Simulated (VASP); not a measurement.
# Mg (Im-3m) in VASP: further runs

Runs on Mg. Level: PBE. Tasks: single point.

Everything below comes from runs of VASP 6.6.1. Logs are shortened: lines on timing, memory, paths and dates and some standing lists are left out, and cuts for length are marked.

### 1 The structure

Symmetry: Im-3m, No. 229, cubic system. Conventional cell: a = 3.580 Å, b = 3.580 Å, c = 3.580 Å, α = 90.00°, β = 90.00°, γ = 90.00°. Around Mg (site symmetry m-3m) lie 8 Mg at 3.10 Å.

The cell was built by a generator and needn't be a form met in nature.

### 2 Single point, PBE

INCAR reads:

```
SYSTEM = Mg
PREC     = Accurate       ! precision mode
ENCUT    = 520            ! plane-wave cutoff, eV
EDIFF    = 1E-7           ! SCF threshold, eV
ISMEAR   = 0              ! smearing method
SIGMA    = 0.05           ! smearing width, eV
LREAL    = .FALSE.        ! projectors in reciprocal space
LASPH    = .TRUE.         ! aspherical terms in the spheres
NELM     = 100            ! most SCF steps
ALGO     = Normal         ! electronic algorithm
ISIF     = 2              ! what is computed and relaxed
LWAVE    = .FALSE.        ! write WAVECAR
LCHARG   = .TRUE.         ! write CHGCAR
GGA      = PE             ! functional
LELF     = .TRUE.         ! ELF
LVHAR    = .TRUE.       
NBANDS   = 7              ! bands
```

KPOINTS reads:

```
regular mesh
0
G
  16 16 16
  0 0 0
```

POSCAR reads:

```
Mg
1.0
   -1.7899568495      1.7899568495      1.7899568495
    1.7899568495     -1.7899568495      1.7899568495
    1.7899568495      1.7899568495     -1.7899568495
Mg
1
Direct
    0.0000000000      0.0000000000      0.0000000000
```

Potentials or basis: VASP PAW PBE potentials, release 64 (Mg).

Launch:

```
cat potpaw_PBE.64/Mg/POTCAR > POTCAR
mpirun -np 1 vasp_std > vasp.out
```

OUTCAR:

```text
SYSTEM = Mg
   PREC = Accurate
   ENCUT = 520
   EDIFF = 1E-7
   ISMEAR = 0
   LREAL = .FALSE.
   LASPH = .TRUE.
   NELM = 100
   ISIF = 2
   GGA = PE

 ion  position               nearest neighbor table
   1  0.000  0.000  0.000-

  LATTYP: Found a body centered cubic cell.
 ALAT       =     3.5799136990

  Lattice vectors:

 A1 = (  -1.7899568495,   1.7899568495,   1.7899568495)
 A2 = (   1.7899568495,  -1.7899568495,   1.7899568495)
 A3 = (   1.7899568495,   1.7899568495,  -1.7899568495)

Analysis of symmetry for initial positions (statically):
=====================================================================
 Subroutine PRICEL returns:
 Original cell was already a primitive cell.

 Routine SETGRP: Setting up the symmetry group for a
 body centered cubic supercell.

 Subroutine GETGRP returns: Found 48 space group operations
 (whereof 48 operations were pure point group operations)
 out of a pool of 48 trial point group operations.

The static configuration has the point symmetry O_h .

Analysis of symmetry for dynamics (positions and initial velocities):
=====================================================================
 Subroutine PRICEL returns:
 Original cell was already a primitive cell.

 Routine SETGRP: Setting up the symmetry group for a
 body centered cubic supercell.

 Subroutine GETGRP returns: Found 48 space group operations
 (whereof 48 operations were pure point group operations)
 out of a pool of 48 trial point group operations.

The dynamic configuration has the point symmetry O_h .

 Subroutine INISYM returns: Found 48 space group operations
 (whereof 48 operations are pure point group operations),
 and found     1 'primitive' translations

----------------------------------------------------------------------------------------

                                     Primitive cell

  volume of cell :      22.9397

  direct lattice vectors                    reciprocal lattice vectors
    -1.789956850  1.789956850  1.789956850     0.000000000  0.279336343  0.279336343
     1.789956850 -1.789956850  1.789956850     0.279336343  0.000000000  0.279336343
     1.789956850  1.789956850 -1.789956850     0.279336343  0.279336343  0.000000000

  length of vectors
     3.100296207  3.100296207  3.100296207     0.395041244  0.395041244  0.395041244

  position of ions in fractional coordinates (direct lattice)
     0.000000000  0.000000000  0.000000000

  ion indices of the primitive-cell ions
   primitive index   ion index
                 1           1

----------------------------------------------------------------------------------------

 KPOINTS: regular mesh

Automatic generation of k-mesh.
 Grid dimensions read from file:
 generate k-points for:   16   16   16

 Generating k-lattice:

  Cartesian coordinates                     Fractional coordinates (reciprocal lattice)
     0.000000000  0.017458521  0.017458521     0.062500000  0.000000000  0.000000000
     0.017458521  0.000000000  0.017458521     0.000000000  0.062500000  0.000000000
     0.017458521  0.017458521  0.000000000     0.000000000  0.000000000  0.062500000

  Length of vectors
     0.024690078  0.024690078  0.024690078

  Shift w.r.t. Gamma in fractional coordinates (k-lattice)
     0.000000000  0.000000000  0.000000000

 Subroutine IBZKPT returns following result:
 ===========================================

 Found    145 irreducible k-points:

 Following reciprocal coordinates:
            Coordinates               Weight
  0.000000  0.000000  0.000000      1.000000
  0.062500  0.000000  0.000000     12.000000
  0.125000  0.000000  0.000000     12.000000
  0.187500  0.000000  0.000000     12.000000
  0.250000  0.000000  0.000000     12.000000
  0.312500  0.000000  0.000000     12.000000
[... 16 lines left out ...]
  0.187500  0.187500  0.000000     24.000000
  0.250000  0.187500 -0.000000     48.000000
 [... further k-points ...]
   k-points           NKPTS =    145   k-points in BZ     NKDIM =    145   number of bands    NBANDS=      7
   number of dos      NEDOS =    301   number of ions     NIONS =      1
   total plane-waves  NPLWV =  13824
   dimension x,y,z NGX =    24 NGY =   24 NGZ =   24
   dimension x,y,z NGXF=    48 NGYF=   48 NGZF=   48
   ions per type =               1
   NGX,Y,Z   is equivalent  to a cutoff of  12.87, 12.87, 12.87 a.u.
   NGXF,Y,Z  is equivalent  to a cutoff of  25.74, 25.74, 25.74 a.u.
 SYSTEM =  Mg
   PREC   = accura    normal or accurate (medium, high low for compatibility)
   ISTART =      0    job   : 0-new  1-cont  2-samecut
   ICHARG =      2    charge: 1-file 2-atom 10-const
   ISPIN  =      1    spin polarized calculation?
   LNONCOLLINEAR =      F non collinear calculations
   LSORBIT =      F    spin-orbit coupling
   LASPH  =      T    aspherical Exc in radial PAW
   ENCUT  =  520.0 eV  38.22 Ry    6.18 a.u.   5.76  5.76  5.76*2*pi/ulx,y,z
   NELM   =    100;   NELMIN=  2; NELMDL= -5     # of ELM steps
   EDIFF  = 0.1E-06   stopping-criterion for ELM
   LREAL  =      F    real-space projection
   EDIFFG = 0.1E-05   stopping-criterion for IOM
   NSW    =      0    number of steps for IOM
   IBRION =     -1    ionic relax: 0-MD 1-quasi-New 2-CG
   NFREE  =      0    steps in history (QN), initial steepest desc. (CG)
   ISIF   =      2    stress and relaxation
   ISYM   =      2    0-nonsym 1-usesym 2-fastsym
   POTIM  = 0.5000    time-step for ionic-motion
   TEBEG  =    0.0;   TEEND  =   0.0 temperature during run
   PSTRESS=    0.0 pullay stress
   NELECT =       2.0000    total number of electrons
   NUPDOWN=      -1.0000    fix difference up-down
   EMIN   =  10.00;   EMAX   =-10.00  energy-range for DOS
   EFERMI =   0.00;   METHOD = LEGACY
   ISMEAR =     0;   SIGMA  =   0.05  broadening in eV -4-tet -1-fermi 0-gaus
   EFERMI_NEDOS =   21; number of points for ismear=-14 and -15
   IALGO  =     38    algorithm
   IMIX   =      4    mixing-type and parameters
     AMIX     =   0.40;   BMIX     =  1.00
     AMIX_MAG =   1.60;   BMIX_MAG =  1.00
  volume/ion in A,a.u.               =      22.94       154.80
  Fermi-wavevector in a.u.,A,eV,Ry     =   0.725920  1.371790  7.169730  0.526960
  Thomas-Fermi vector in A             =   1.816763
   LORBIT       =      0    0 simple, 1 ext, 2 COOP (PROOUT), +10 PAW based schemes
   GGA     = PE    functional components
   LHFCALC =     F    Hartree Fock is set to
   AEXX    =    0.0000 exact exchange contribution
   IVDW    =     0    specifies the selected vdW correction
   LEPSILON=     F    determine dielectric tensor
   LRPA    =     F    only Hartree local field effects (RPA)
 non-spin polarized calculation
 Gauss-broadening in eV      SIGMA  =   0.05
  energy-cutoff  :      520.00
  volume of cell :       22.94
 maximum number of plane-waves:       637
   NGX = 11   NGY = 11   NGZ = 11

 number of electron       2.0000000 magnetization

 Free energy of the ion-electron system (eV)
  ---------------------------------------------------
  ext. energy  EPLUGINS =         0.00000000
  ---------------------------------------------------
  free energy    TOTEN  =        -1.47750414 eV

  energy without entropy =       -1.47691898  energy(sigma->0) =       -1.47721156

 E-fermi :   2.6762     XC(G=0):  -8.4968

 val. band max:        2.6377452539   @ k =   0.3750   0.1250   0.0625
 cond. band min:       2.6768261449   @ k =   0.3125   0.1875   0.1875
 fundamental gap:      0.0390808910
 Fermi energy:         2.6761674820

 k-point     1 :       0.0000    0.0000    0.0000
  band No.  band energies     occupation
      1      -4.2939      2.00000
      2      15.6753      0.00000
      3      15.6753      0.00000
      4      15.6753      0.00000
      5      17.6918      0.00000
      6      17.6918      0.00000
      7      17.7744      0.00000

 k-point     2 :       0.0625    0.0000    0.0000
  band No.  band energies     occupation
      1      -4.2019      2.00000
      2      14.5741      0.00000
      3      15.2037      0.00000
      4      15.2185      0.00000
      5      16.7299      0.00000
      6      16.9386      0.00000
      7      17.9493      0.00000

 k-point     3 :       0.1250    0.0000    0.0000
  band No.  band energies     occupation
      1      -3.9264      2.00000
      2      12.4823      0.00000
      3      14.3142      0.00000
      4      14.4400      0.00000
      5      15.7238      0.00000
      6      16.4141      0.00000
      7      18.2282      0.00000

 k-point     4 :       0.1875    0.0000    0.0000
  band No.  band energies     occupation
      1      -3.4689      2.00000
      2      10.3334      0.00000
      3      13.4336      0.00000
      4      13.7082      0.00000
      5      14.8511      0.00000
      6      15.8701      0.00000
      7      18.6975      0.00000

 k-point     5 :       0.2500    0.0000    0.0000
  band No.  band energies     occupation
      1      -2.8321      2.00000
      2       8.2811      0.00000
      3      12.6747      0.00000
      4      13.0926      0.00000
      5      14.1327      0.00000
      6      15.3243      0.00000
      7      19.3135      0.00000

 k-point     6 :       0.3125    0.0000    0.0000
  band No.  band energies     occupation
      1      -2.0196      2.00000
      2       6.3593      0.00000
      3      12.0709      0.00000
      4      12.6097      0.00000
      5      13.5734      0.00000
      6      14.8406      0.00000
      7      19.9247      0.00000

 k-point     7 :       0.3750    0.0000    0.0000
  band No.  band energies     occupation
      1      -1.0368      2.00000
      2       4.5818      0.00000
      3      11.6347      0.00000
      4      12.2640      0.00000
      5      13.1742      0.00000
      6      14.4664      0.00000
      7      20.6392      0.00000
[... 121 lines left out ...]
 k-point    20 :       0.3125    0.1250    0.0000
  band No.  band energies     occupation
      1      -0.7706      2.00000
      2       4.8244      0.00000
      3       8.9013      0.00000
      4      11.7191      0.00000
      5      14.5285      0.00000
      6      17.0167      0.00000
      7      18.9124      0.00000

 k-point    21 :       0.3750    0.1250    0.0000
  band No.  band energies     occupation
      1       0.3669      2.00000
      2       3.2164      0.00000
      3       8.6460      0.00000
      4      11.4849      0.00000
      5      14.2946      0.00000
      6      16.9101      0.00000
      7      19.7114      0.00000

 k-point    22 :       0.4375    0.1250    0.0000
  band No.  band energies     occupation
      1       1.4187      2.00000
      2       2.0073      2.00000
      3       8.5609      0.00000
      4      11.4064      0.00000
      5      14.2157      0.00000
      6      16.8621      0.00000
      7      20.2985      0.00000

 k-point    23 :       0.1875    0.1875    0.0000
  band No.  band energies     occupation
      1      -1.8401      2.00000
      2       7.4940      0.00000
      3       8.2896      0.00000
      4      12.0417      0.00000
      5      15.6976      0.00000
      6      16.5905      0.00000
      7      20.0448      0.00000

 k-point    24 :       0.2500    0.1875   -0.0000
  band No.  band energies     occupation
      1      -0.9477      2.00000
      2       5.9358      0.00000
      3       7.5145      0.00000
      4      11.5773      0.00000
      5      15.5503      0.00000
      6      17.0446      0.00000
      7      19.7196      0.00000

 [... further k-points ...]

------------------------ aborting loop because EDIFF is reached ----------------------------------------

  FORCE on cell =-STRESS in cart. coord.  units (eV):
  Direction    XX          YY          ZZ          XY          YZ          ZX
  --------------------------------------------------------------------------------------
  -------------------------------------------------------------------------------------
  Total       -0.0181168     -0.0181168     -0.0181168     -0.0000000      0.0000000      0.0000000
  in kB       -1.2653294     -1.2653294     -1.2653294     -0.0000000      0.0000000      0.0000000
  external PRESSURE =      -1.2653294 kB  Pullay stress =       0.0000000 kB

 VOLUME and BASIS-vectors are now :
 -----------------------------------------------------------------------------
  energy-cutoff  :      520.00
  volume of cell :       22.94
      direct lattice vectors                 reciprocal lattice vectors
    -1.789956850  1.789956850  1.789956850     0.000000000  0.279336343  0.279336343
     1.789956850 -1.789956850  1.789956850     0.279336343  0.000000000  0.279336343
     1.789956850  1.789956850 -1.789956850     0.279336343  0.279336343  0.000000000

 POSITION                                       TOTAL-FORCE (eV/Angst)
 -----------------------------------------------------------------------------------
      0.00000      0.00000      0.00000         0.000000      0.000000     -0.000000
 -----------------------------------------------------------------------------------
    total drift:                                0.000000      0.000000      0.000000

  FREE ENERGIE OF THE ION-ELECTRON SYSTEM (eV)
  ---------------------------------------------------
  free  energy   TOTEN  =        -1.4775041420 eV

  energy  without entropy=       -1.4769189791  energy(sigma->0) =       -1.47721156
```

Run time: 17 s. Hardware: 1 thread of Intel Xeon Platinum 8488C (Sapphire Rapids), shared host; peak memory 0.15 GiB.

What came out:

| Item | Value |
| --- | --- |
| Free energy | -1.4775 eV |
| Pressure | -0.1 GPa |
| Band gap on the k mesh | none (metal or under the smearing width) |

Levels at points of the mesh, in eV from the Fermi level:
```tsv
k point	band 1	band 2	band 3	band 4	band 5
(0.00, 0.00, 0.00)	-6.97	13.00	13.00	13.00	15.02
(0.50, 0.00, 0.00)	-1.51	-0.93	8.61	9.31	10.18
(0.50, 0.50, 0.50)	3.83	3.83	3.83	3.98	3.98
```

(Continued in part 2 of 2.)
